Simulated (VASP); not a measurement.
Here is a VASP 6.6.1 calculation.

INCAR

```
PREC     = Accurate       # precision mode
ENCUT    = 600            # plane-wave cutoff, eV
EDIFF    = 1E-7           # SCF threshold, eV
ISMEAR   = 0              # smearing method
SIGMA    = 0.03           # smearing width, eV
LREAL    = False          # projectors in reciprocal space
LASPH    = True           # aspherical terms in the spheres
NELM     = 80             # most SCF steps
ALGO     = Normal         # electronic algorithm
ISIF     = 3              # what is computed and relaxed
LWAVE    = False          # write WAVECAR
LCHARG   = False          # write CHGCAR
METAGGA  = R2SCAN         # meta-GGA
LMIXTAU  = True         
LUSE_VDW = True         
IVDW_NL  = 2            
BPARAM   = 11.95        
CPARAM   = 0.0093       
IBRION   = 2              # ionic algorithm
NSW      = 90             # ionic steps
EDIFFG   = -0.005         # ionic threshold
LUSENCCL = False
```

KPOINTS

```
regular mesh
0
Gamma
  9 9 7
```

File POSCAR:

```
Al2O3                                   
1.0
    2.3742887602      1.3707962566      4.3180267746
   -2.3742887602      1.3707962566      4.3180267746
   -0.0000000000     -2.7415925132      4.3180267746
  Al              O             
     4     6
Direct
     0.3519002867240276    0.3519002867240276    0.3519002867240276
     0.1480997132759725    0.1480997132759725    0.1480997132759725
     0.6480997132759725    0.6480997132759725    0.6480997132759725
     0.8519002867240275    0.8519002867240275    0.8519002867240275
     0.5562634710362014    0.9437365289637986    0.2500000000000000
     0.2500000000000019    0.5562634710362033    0.9437365289637948
     0.9437365289637967    0.2499999999999981    0.5562634710362052
     0.4437365289637986    0.0562634710362014    0.7500000000000000
     0.7499999999999981    0.4437365289637967    0.0562634710362052
     0.0562634710362033    0.7500000000000019    0.4437365289637947
```

Potentials or basis: VASP PAW PBE potentials, release 64 (Al, O).

Launch:

```console
$ cat potpaw_PBE.64/Al/POTCAR potpaw_PBE.64/O/POTCAR > POTCAR
$ mpirun -np 1 vasp_std > vasp.out
```

**Question.** Predict the band gap on the k mesh.

**Answer.** 7.20 eV, direct.

Final structure:
```xyz
10
Lattice="2.3740 1.3706 4.3190 -2.3740 1.3706 4.3190 0.0000 -2.7413 4.3190" Properties=species:S:1:pos:R:3 pbc="T T T"
Al    0.0000    0.0000    4.5596
Al    0.0000    0.0000    1.9189
Al    0.0000    0.0000    8.3975
Al    0.0000    0.0000   11.0381
O    -0.9196    1.3706    7.5583
O    -0.7272   -1.4817    7.5583
O     1.6468    0.1111    7.5583
O     0.9196   -1.3706    5.3988
O     0.7272    1.4817    5.3988
O    -1.6468   -0.1111    5.3988
```

Caveat: an odd mesh through Γ misses points on the zone boundary, where band edges often lie.
